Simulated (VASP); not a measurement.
Wanted: the native input for a VASP 6.6.1 run.

* Task: relaxation of the atoms
* Functional: LDA
* Potentials or basis: VASP PAW LDA potentials, release 64 (W_sv)
* Cutoff: 600 eV
* k mesh: 16 × 16 × 16
* Occupations: methfessel-paxton, width 0.1 eV
* Spin: no spin polarisation
* Further INCAR settings: ALGO = Fast; EDIFF = 1e-07; IBRION = 2; EDIFFG = -0.01; NSW = 40

The structure of W lies in POSCAR:

```
W                                       
1.0
   -1.5383792976      1.5383792976      1.5383792976
    1.5383792976     -1.5383792976      1.5383792976
    1.5383792976      1.5383792976     -1.5383792976
  W             
     1
Direct
     0.0000000000000000    0.0000000000000000    0.0000000000000000
```

The cell isn't the ideal one: a relaxed cell with its volume scaled by 0.94.

One way to write it, as run:

INCAR

```
PREC = Accurate ; ENCUT = 600
EDIFF = 1E-7 ; ISMEAR = 1
SIGMA = 0.1 ; LREAL = False
LASPH = True ; NELM = 80
ALGO = Fast ; ISIF = 2
LWAVE = False ; LCHARG = False
GGA = CA ; IBRION = 2
NSW = 40 ; EDIFFG = -0.01
```

KPOINTS

```
regular mesh
0
Gamma
  16 16 16
```

Potentials or basis: VASP PAW LDA potentials, release 64 (W_sv).

The run is started by

```sh
$ cat potpaw_LDA.64/W_sv/POTCAR > POTCAR
$ mpirun -np 1 vasp_std > vasp.out
```

Results of the run:

| Quantity | Value |
| --- | --- |
| Pressure after relaxing | 24.1 GPa |
| Band gap on the k mesh | none (metal or under the smearing width) |

Caveat: the relaxation stopped at its first step, so nothing moved.

Wall time 20 s on 1 thread of AMD EPYC 9R14 (Zen 4), on a shared host, peak memory 0.12 GiB.
